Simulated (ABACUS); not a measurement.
Wanted: the native input for an ABACUS 3.10.1 run.

```
Task                                          : single point
Functional                                    : PBE
Potentials or basis                           : PseudoDojo NC SR 0.4.1 PBE standard
Cutoff                                        : 1361 eV
Density cutoff                                : 5442 eV
Basis                                         : DZP LCAO (the cutoffs set its grid)
k mesh                                        : 12 × 12 × 12
Occupations                                   : fermi-dirac, width 0.05 eV
Spin                                          : no spin polarisation
Orbital files                                 : W W_confined-atom_7au_3s2p2d1f.orb
Radial cutoff of the potentials (pseudo_rcut) : 10 bohr
SCF threshold on the density                  : 1e-07
Max SCF steps                                 : 100
Eigensolver                                   : genelpa
Mixing                                        : broyden
Mixing share                                  : 0.7
Symmetry key                                  : 1
Bands                                         : 11
```

The system is W.

```
CELL_PARAMETERS angstrom
-1.54480 1.61508 1.63102
1.57115 -1.54525 1.58754
1.54570 1.54614 -1.56120
ATOMIC_POSITIONS crystal
W 0.01093 0.00770 0.02297
```

The cell isn't the ideal one: cell strained at random at fixed volume.

One way to write it, as run:

INPUT

```
INPUT_PARAMETERS
suffix              W
calculation         scf
basis_type          lcao
pseudo_dir          ./
orbital_dir         ./
symmetry            1
dft_functional      pbe
ecutwfc             100
pseudo_rcut         10
nspin               1
nbands              11
ks_solver           genelpa
smearing_method     fd
smearing_sigma      0.00367493
scf_thr             1e-07
scf_nmax            100
mixing_type         broyden
mixing_beta         0.7
cal_force           1
cal_stress          1
out_mul             1
```

STRU

```
ATOMIC_SPECIES
W 183.8400 W.upf

NUMERICAL_ORBITAL
W_confined-atom_7au_3s2p2d1f.orb

LATTICE_CONSTANT
1.8897261246

LATTICE_VECTORS
-1.5448010000 1.6150760000 1.6310250000
1.5711460000 -1.5452470000 1.5875410000
1.5456960000 1.5461430000 -1.5611960000

ATOMIC_POSITIONS
Direct

W
0.0
1
0.0109310000 0.0077030000 0.0229730000 1 1 1
```

KPT

```
K_POINTS
0
Gamma
12 12 12 0 0 0
```

Potentials or basis: PseudoDojo NC SR 0.4.1 PBE standard, DZP LCAO (the cutoffs set its grid).

Command:

```sh
$ OMP_NUM_THREADS=1 mpirun -np 4 abacus > log
```

Results of the run:

The pressure is 7.6 GPa and the band gap on the k mesh is none (metal or under the smearing width).

Caveat: the atomic orbitals were generated for these runs and aren't a published set; the basis of atomic orbitals isn't converged, which shifts pressures, moduli and gaps.

Wall time 12 s on 4 MPI ranks on AMD EPYC 7B13 (Zen 3), on a shared host, peak memory 0.48 GiB a rank.
